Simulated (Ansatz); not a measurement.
## How far is PAW off for TePb?

```xyz
2
Lattice="0.0000 3.2270 3.2270 3.2270 0.0000 3.2270 3.2270 3.2270 0.0000" Properties=species:S:1:pos:R:3 pbc="T T T"
Te    3.2270    3.2270    3.2270
Pb    0.0000    0.0000    0.0000
```

Atoms are numbered in the order listed.

The cell is COD entry 9008696, as deposited and not checked against the literature; nothing was relaxed.

No spin–orbit coupling, which matters for the heavy atoms here.

Methods: DFT, PBEsol, PAW with Ansatz's default frozen-core files, scalar-relativistic (Ansatz 0.2.0); DFT, PBEsol, all-electron PAW with datasets made for the crystal, scalar-relativistic (Ansatz 0.2.0); DFT, PBEsol, all-electron LAPW, scalar-relativistic (Ansatz 0.2.0).

For PAW: a Γ-centred 10×10×10 k mesh, Fermi–Dirac smearing of 0.03 eV, cutoff 420 eV, no spin polarisation; the PAW files were made with PBE, and the program remakes their frozen cores for this functional. The crystal-made all-electron datasets (AE datasets) take a cutoff of 240 eV at this cell. LAPW targets a basis error of 0.5 meV/atom. The Ansatz runs share mesh, smearing and spin set-up. Plane-wave (PAW) pressures include the program's estimate of the Pulay term.

Stress and pressure are positive in compression.

Levels count from the top of the valence band.

| quantity | PAW | AE datasets | LAPW |
| --- | --- | --- | --- |
| pressure (GPa) | -0.23 | -0.22 | -0.22 |
| band gap (eV) | 0.657 | 0.655 | 0.655 |
| highest filled level at U (eV) | -2.107 | -2.109 | -2.109 |
| lowest empty level at U (eV) | 3.544 | 3.543 | 3.543 |
| highest filled level at Γ (eV) | -1.352 | -1.354 | -1.354 |
| lowest empty level at Γ (eV) | 4.060 | 4.058 | 4.058 |

PAW's pressure differs from the LAPW value by about 0.01 GPa or less.
